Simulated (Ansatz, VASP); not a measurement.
# Cs in VASP and in Ansatz

Contents of INCAR:

```
  PREC = Accurate
  ENCUT = 520
  EDIFF = 1E-6
  ISMEAR = 0
  SIGMA = 0.1
  LREAL = False
  LASPH = True
  NELM = 100
  ALGO = Fast
  ISIF = 2
  LWAVE = False
  LCHARG = False
  GGA = PE
  NBANDS = 10
```

File KPOINTS:

```
regular mesh
0
Gamma
  12 12 12
```

Contents of POSCAR:

```
Cs
1.0
   -2.8631310622      2.8631310622      4.2042178898
    2.8631310622     -2.8631310622      4.2042178898
    2.8631310622      2.8631310622     -4.2042178898
Cs
1
Direct
    0.0000000000      0.0000000000      0.0000000000
```

Input for Ansatz:

```yaml
crystal:
  lattice:
    - [-2.8631310622, 2.8631310622, 4.2042178898]
    - [2.8631310622, -2.8631310622, 4.2042178898]
    - [2.8631310622, 2.8631310622, -4.2042178898]
  atoms:
    - { symbol: Cs, position: [0.0, 0.0, 0.0] }
basis:
  ecutwfc: 420
kpoints:
  mp_grid: { grid: [12, 12, 12] }
hamiltonian:
  xc: pbe
scf:
  occupations: { method: gaussian, width: 0.1 }
output:
  forces: true
  stress: true
  eigenvalues: true
```

Alike in both runs: task single point; functional PBE; k mesh 12 × 12 × 12; occupations gaussian, width 0.1 eV; no spin polarisation.

|  | VASP | Ansatz |
| --- | --- | --- |
| version | VASP 6.6.1 | Ansatz 0.2.0 |
| potentials or method | VASP PAW PBE potentials, release 64 (Cs_sv) | scalar-relativistic, plane waves, PAW |
| plane-wave cutoff (eV) | 520 | 420 |
| valence electrons in the cell | 9 | 9 |

```tsv
	VASP	Ansatz	Ansatz less VASP
gap on the k mesh at the Fermi level (eV)	none	none	-
pressure (GPa)	-0.2	-0.2	+0.01
```

A gap of «none» marks a metal or a gap that the smearing closes.

The runs have no spin-orbit coupling, so splittings on Cs are missing.
